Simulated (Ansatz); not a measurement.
# HfO2: the cost of one run

Computed with Ansatz 0.2.0 (DFT PBE, scalar-relativistic, plane waves, PAW, unless a step's input says otherwise).

### 1 Starting point

The structure is monoclinic, space group P2_1/c (No. 14). The conventional cell has a = 5.118 Å, b = 5.186 Å, c = 5.284 Å, α = 90.00°, β = 99.35°, γ = 90.00°. Around Hf (site symmetry 1) lie 7 O at 2.03 to 2.25 Å. O (site symmetry 1) is surrounded by 4 Hf at 2.14 to 2.25 Å. Around O (site symmetry 1) lie 3 Hf at 2.03 to 2.12 Å.

Structure file:

```cif
data_structure
_symmetry_space_group_name_H-M 'P2_1/c'
_symmetry_Int_Tables_number 14
_cell_length_a 5.1180
_cell_length_b 5.1857
_cell_length_c 5.2841
_cell_angle_alpha 90.000
_cell_angle_beta 99.352
_cell_angle_gamma 90.000
_cell_volume 138.38
loop_
_atom_site_label
_atom_site_type_symbol
_atom_site_symmetry_multiplicity
_atom_site_Wyckoff_symbol
_atom_site_fract_x
_atom_site_fract_y
_atom_site_fract_z
_atom_site_occupancy
Hf1 Hf 4 e 0.27550 0.53970 0.70800 1
O1 O 4 e 0.44870 0.25810 0.98010 1
O2 O 4 e 0.07420 0.83160 0.84670 1
```

The runs take a perfect supercell of 48 atoms; the defect goes to fractional position (0.118, 0.876, 0.034).

### 2 The perfect supercell

File input.yaml:

```yaml
crystal:
  lattice:
    - [4.259337, -5.1857, 5.213867]
    - [-4.259337, -5.1857, -5.213867]
    - [5.976663, 5.1857, -5.213867]
  atoms:
    - { symbol: Hf, position: [0.1179, 0.87615, 0.03375] }
    - { symbol: Hf, position: [0.1179, 0.37615, 0.53375] }
    - { symbol: Hf, position: [0.6179, 0.37615, 0.03375] }
    - { symbol: Hf, position: [0.6179, 0.87615, 0.53375] }
    - { symbol: Hf, position: [0.5924, 0.58415, 0.71625] }
    - { symbol: Hf, position: [0.5924, 0.08415, 0.21625] }
    - { symbol: Hf, position: [0.0924, 0.08415, 0.71625] }
    - { symbol: Hf, position: [0.0924, 0.58415, 0.21625] }
    - { symbol: Hf, position: [0.3821, 0.12385, 0.46625] }
    - { symbol: Hf, position: [0.3821, 0.62385, 0.96625] }
    - { symbol: Hf, position: [0.8821, 0.62385, 0.46625] }
    - { symbol: Hf, position: [0.8821, 0.12385, 0.96625] }
    - { symbol: Hf, position: [0.9076, 0.41585, 0.78375] }
    - { symbol: Hf, position: [0.9076, 0.91585, 0.28375] }
    - { symbol: Hf, position: [0.4076, 0.91585, 0.78375] }
    - { symbol: Hf, position: [0.4076, 0.41585, 0.28375] }
    - { symbol: O, position: [0.3453, 0.8809, 0.9843] }
    - { symbol: O, position: [0.3453, 0.3809, 0.4843] }
    - { symbol: O, position: [0.8453, 0.3809, 0.9843] }
    - { symbol: O, position: [0.8453, 0.8809, 0.4843] }
    - { symbol: O, position: [0.1466, 0.861, 0.2657] }
    - { symbol: O, position: [0.1466, 0.361, 0.7657] }
    - { symbol: O, position: [0.6466, 0.361, 0.2657] }
    - { symbol: O, position: [0.6466, 0.861, 0.7657] }
    - { symbol: O, position: [0.1547, 0.1191, 0.5157] }
    - { symbol: O, position: [0.1547, 0.6191, 0.0157] }
    - { symbol: O, position: [0.6547, 0.6191, 0.5157] }
    - { symbol: O, position: [0.6547, 0.1191, 0.0157] }
    - { symbol: O, position: [0.3534, 0.139, 0.2343] }
    - { symbol: O, position: [0.3534, 0.639, 0.7343] }
    - { symbol: O, position: [0.8534, 0.639, 0.2343] }
    - { symbol: O, position: [0.8534, 0.139, 0.7343] }
    - { symbol: O, position: [0.8713, 0.66085, 0.86375] }
    - { symbol: O, position: [0.8713, 0.16085, 0.36375] }
    - { symbol: O, position: [0.3713, 0.16085, 0.86375] }
    - { symbol: O, position: [0.3713, 0.66085, 0.36375] }
    - { symbol: O, position: [0.5471, 0.50755, 0.88625] }
    - { symbol: O, position: [0.5471, 0.00755, 0.38625] }
    - { symbol: O, position: [0.0471, 0.00755, 0.88625] }
    - { symbol: O, position: [0.0471, 0.50755, 0.38625] }
    - { symbol: O, position: [0.6287, 0.33915, 0.63625] }
    - { symbol: O, position: [0.6287, 0.83915, 0.13625] }
    - { symbol: O, position: [0.1287, 0.83915, 0.63625] }
    - { symbol: O, position: [0.1287, 0.33915, 0.13625] }
    - { symbol: O, position: [0.9529, 0.49245, 0.61375] }
    - { symbol: O, position: [0.9529, 0.99245, 0.11375] }
    - { symbol: O, position: [0.4529, 0.99245, 0.61375] }
    - { symbol: O, position: [0.4529, 0.49245, 0.11375] }
basis:
  ecutwfc: 420
  fft_grid_basis: typed
kpoints:
  mp_grid: { grid: [2, 2, 2] }
hamiltonian:
  xc: pbe
  pseudopotentials: { kind: paw }
scf:
  occupations: { method: gaussian, width: 0.05 }
output:
  forces: true
  stress: false
  eigenvalues: true
  bader: false
  write_density: true
  volumetric_format: npy
```

On the command line:

```bash
> ansatz run input.yaml --threads 4 --pin off --max-ram 10240MiB --backend cpu --events-out ev --progress --plain --runs-dir out
```

**Question.** How long does this run take on 4 threads of Intel Xeon Platinum 8488C (Sapphire Rapids), shared host, and how much memory does it need?

About 18 s, with a peak of 4 GiB.
